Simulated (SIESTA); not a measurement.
Runs of SIESTA 5.4.2 on CuO (Tenorite). The structure is monoclinic, space group C2/c (No. 15). The conventional cell has a = 4.684 Å, b = 3.423 Å, c = 5.129 Å, α = 90.00°, β = 99.54°, γ = 90.00°. Cu (site symmetry -1) has 4 O at 1.95 to 1.96 Å as nearest neighbours. O (site symmetry 2) is surrounded by 4 Cu at 1.95 to 1.96 Å. 

```csv
task,level,potentials or basis,cell,force tolerance,energy shift,gap on the mesh (eV),pressure (GPa),V0 of scaled cells (Å³/atom),B0 (GPa),largest force (eV/Å)
band structure,LDA,"PseudoDojo 0.4 standard (LDA files), DZP (energy shift 0.003 Ry; two zetas on semicore shells)",as given,-,0.003 Ry,none,-8.0,-,-,0.31
band structure,BLYP,"PseudoDojo 0.4 standard (PBE files), DZP (energy shift 0.002 Ry)",as given,-,0.002 Ry,none,13.7,-,-,0.04
band structure,PBE,"PseudoDojo 0.4 standard (PBE files), SZ (energy shift 0.002 Ry)",as given,-,0.002 Ry,none,16.9,-,-,0.03
equation of state,vdW-DF-cx,"PseudoDojo 0.4 standard (PBE files), DZP (energy shift 0.003 Ry; two zetas on semicore shells)",as given,-,0.003 Ry,-,-,10.19,(b),-
band structure,PBE,"PseudoDojo 0.4 standard (PBE files), DZ (energy shift 0.002 Ry)",as given,-,0.002 Ry,none,6.9,-,-,(d)
band structure,PBE,"PseudoDojo 0.4 standard (PBE files), TZDP (energy shift 0.01 Ry)",as given,-,0.01 Ry,none,4.7,-,-,0.13
equation of state,PBE,"SG15 1.2 NC or PseudoDojo by element (PBE files), DZP (energy shift 0.002 Ry)",as given,-,0.002 Ry,-,-,(c),(a),-
relaxation of cell and atoms,PBEGcGxHEG,"PseudoDojo 0.4 standard (PBE files), DZP (energy shift 0.002 Ry)",relaxed,0.04 eV/Å,0.002 Ry,none,0.0,-,-,0.01
```

Alike in all rows: no spin polarisation; k mesh 10 × 10 × 5; smearing fermi-dirac 0.05 eV; grid cutoff 800 Ry.

Task: Fill in the values left out.

Result: (a) 147; (b) 175; (c) 10.66; (d) 0.08.

Caveats: the basis of atomic orbitals isn't converged, which shifts pressures, moduli and gaps; the run has no spin polarisation, though such a crystal can be magnetic; semilocal functionals often make such compounds metallic where correlation or magnetic order opens a gap, which also shifts bond lengths (some runs); semicore shells carry a single zeta, which can move pressures by several GPa and volumes by a few percent (some runs); short orbitals over semicore shells can move pressures by several GPa (some runs); the potentials were made for another functional, which shifts forces and pressure (some runs); the basis has no polarisation orbitals (some runs).

A k mesh can miss the band edges.

A gap of «none» marks a metal or a gap under the smearing width.

Not every run made on this cell is shown here.
